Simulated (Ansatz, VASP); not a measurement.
**One calculation of BN, two programs**

INCAR

```
ALGO = Normal ; EDIFF = 1E-6
ENCUT = 520 ; GGA = PE
ISIF = 2 ; ISMEAR = 0
LASPH = True ; LCHARG = False
LREAL = False ; LWAVE = False
NBANDS = 11 ; NELM = 100
PREC = Accurate ; SIGMA = 0.01
```

File KPOINTS:

```
k-points
0
Gamma
  10 10 10
```

POSCAR

```
BN
1.0
    0.0000000000      1.7861001053      1.7861001053
    1.7861001053      0.0000000000      1.7861001053
    1.7861001053      1.7861001053      0.0000000000
B N
1 1
Direct
    0.0000000000      0.0000000000      0.0000000000
    0.5000000000      0.5000000000      0.5000000000
```

Input for Ansatz:

```yaml
crystal:
  lattice:
    - [0.0, 1.7861001053, 1.7861001053]
    - [1.7861001053, 0.0, 1.7861001053]
    - [1.7861001053, 1.7861001053, 0.0]
  atoms:
    - { symbol: B, position: [0.0, 0.0, 0.0] }
    - { symbol: "N", position: [0.5, 0.5, 0.5] }
kpoints:
  mp_grid: { grid: [10, 10, 10] }
hamiltonian:
  xc: pbe
scf:
  occupations: { method: fixed }
  n_extra_bands: 4
output:
  forces: true
  stress: true
  eigenvalues: true
```

Alike in both runs: task single point; functional PBE; k mesh 10 × 10 × 10; no spin polarisation.

|  | VASP | Ansatz |
| --- | --- | --- |
| version | VASP 6.6.1 | Ansatz 0.2.0 |
| potentials or method | VASP PAW PBE potentials, release 64 (B, N) | plane waves, PAW |
| plane-wave cutoff (eV) | 520 | 420 |
| occupations | gaussian, width 0.01 eV | fixed |
| valence electrons in the cell | 8 | 8 |

|  | VASP | Ansatz | Ansatz less VASP |
| --- | --- | --- | --- |
| gap on the k mesh at the Fermi level (eV) | 0.84 | 0.84 | +0.004 |
| pressure (GPa) | -19.9 | -19.7 | +0.19 |

Caveats: so large a pressure means that the cell lies far from this level's equilibrium, or that cutoff or potentials fall short (VASP). A k mesh can miss the band edges.
